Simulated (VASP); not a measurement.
Ge4H, 10 atoms in the cell. The cell holds a slab with vacuum, 10 atoms: a = 4.001 Å, b = 4.001 Å, c = 25.737 Å, α = 90.00°, β = 90.00°, γ = 120.00°. The cell was built by a generator and needn't be a form met in nature.

| Item | Value |
| --- | --- |
| Program | VASP 6.6.1 |
| Task | relaxation of the atoms |
| Functional | PBE |
| Potentials or basis | VASP PAW PBE potentials, release 64 (Ge_d, H) |
| Cutoff | 520 eV |
| k mesh | 6 × 6 × 1 |
| Occupations | fermi-dirac, width 0.05 eV |
| Spin | no spin polarisation |
| Further INCAR settings | ALGO = Normal; EDIFF = 1e-06; IBRION = 2; EDIFFG = -0.005; NSW = 60 |

Potentials or basis: VASP PAW PBE potentials, release 64 (Ge_d, H).

Run with:

```bash
$ cat potpaw_PBE.64/Ge_d/POTCAR potpaw_PBE.64/H/POTCAR > POTCAR
$ mpirun -np 4 vasp_std > vasp.out
```

Hardware: 4 MPI ranks on Intel(R) Xeon(R) Platinum 8259CL CPU @ 2.50GHz (Skylake/Cascade Lake) (shared host).

Problem. How long does it take, and how much memory?

Solution. Wall time 16 min on 4 MPI ranks on Intel(R) Xeon(R) Platinum 8259CL CPU @ 2.50GHz (Skylake/Cascade Lake), on a shared host, peak memory 0.53 GiB a rank. Counts: scf iterations 145, k points 7, ion steps 21.
